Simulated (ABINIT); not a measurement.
CdSe:

```xyz
2
Lattice="0.0000 3.0703 3.0703 3.0703 0.0000 3.0703 3.0703 3.0703 0.0000" Properties=species:S:1:pos:R:3 pbc="T T T"
Cd    0.0000    0.0000    0.0000
Se    1.5351    1.5351    1.5351
```

Measurements of this composition are mostly on another form, of space group No. 186.

Base run:

- Program: ABINIT 10.8.3 (patched build)
- Functional: PW91
- Potentials or basis: JTH PAW PBE v2.0
- Cutoff: 707 eV
- k mesh: 8 × 8 × 8
- Occupations: fermi-dirac, width 0.05 eV
- Spin: no spin polarisation

Its results: band gap on the k mesh 0.50 eV, direct; pressure 1.0 GPa.

Q: After a change of settings the same cell gave: band gap on the k mesh 0.83 eV, direct; pressure -1.1 GPa. Which change was it?
A. functional from PW91 to revPBE
B. functional from PW91 to WC
C. functional from PW91 to SCAN
D. functional from PW91 to BLYP

A: C.

SCAN gives the wider gap, since meta-GGAs in the generalised Kohn-Sham scheme recover part of the derivative discontinuity.

Caveats: the PAW data sets were made with another functional, which shifts forces and pressure a little.

Runs at the PBE level aren't shown here.
